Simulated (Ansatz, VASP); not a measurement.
# LiH: VASP beside Ansatz

The input INCAR:

```
PREC = Accurate ; ENCUT = 520
EDIFF = 1E-6 ; ISMEAR = -1
SIGMA = 0.02 ; LREAL = False
LASPH = True ; NELM = 100
ALGO = Normal ; ISIF = 2
LWAVE = False ; LCHARG = False
GGA = PE ; NBANDS = 12
```

The input KPOINTS:

```
Automatic mesh
0
Gamma
  12 12 6
```

POSCAR

```
LiH
1.0
    3.0933638487      0.0000000000      0.0000000000
   -1.5466819244      2.8196312768      0.0000000000
    0.0000000000      0.0000000000      4.0684421498
Li H
2 2
Direct
    0.3367184244      0.6734368488     -0.0625000000
    0.6632815756      0.3265631512      0.4375000000
    0.3371579721      0.6743159443      0.4375000000
    0.6628420279      0.3256840557      0.9375000000
```

Input for Ansatz:

```yaml
crystal:
  lattice:
    - [3.0933638487, 0.0, 0.0]
    - [-1.5466819244, 2.8196312768, 0.0]
    - [0.0, 0.0, 4.0684421498]
  atoms:
    - { symbol: Li, position: [0.3367184244, 0.6734368488, -0.0625] }
    - { symbol: Li, position: [0.6632815756, 0.3265631512, 0.4375] }
    - { symbol: H, position: [0.3371579721, 0.6743159443, 0.4375] }
    - { symbol: H, position: [0.6628420279, 0.3256840557, 0.9375] }
kpoints:
  mp_grid: { grid: [12, 12, 6] }
  band_path:
    path:
      - [0.0, 0.0, 0.0]
      - [0.5, 0.0, 0.0]
      - [0.3333333333, 0.3333333333, 0.0]
      - [0.0, 0.0, 0.5]
      - [0.5, 0.0, 0.5]
      - [0.3333333333, 0.3333333333, 0.5]
      - [0.346354, 0.325521, 0.0]
    npoints: 1
hamiltonian:
  xc: pbe
scf:
  occupations: { method: fermi_dirac, width: 0.02 }
  n_extra_bands: 5
output:
  forces: true
  stress: true
  eigenvalues: true
```

Change from the starting cell: uniaxial_x strain -5.0%.

Alike in both runs: task single point; functional PBE; k mesh 12 × 12 × 6; occupations fermi-dirac, width 0.02 eV; no spin polarisation.

|  | VASP | Ansatz |
| --- | --- | --- |
| version | VASP 6.6.1 | Ansatz 0.2.0 |
| potentials or method | VASP PAW PBE potentials, release 64 (Li_sv, H) | plane waves, PAW |
| plane-wave cutoff (eV) | 520 | 420 |
| valence electrons in the cell | 8 | 8 |

```tsv
	VASP	Ansatz	Ansatz less VASP
gap on the k mesh at the Fermi level (eV)	1.94	1.95	+0.007
```

 A k mesh can miss the band edges.
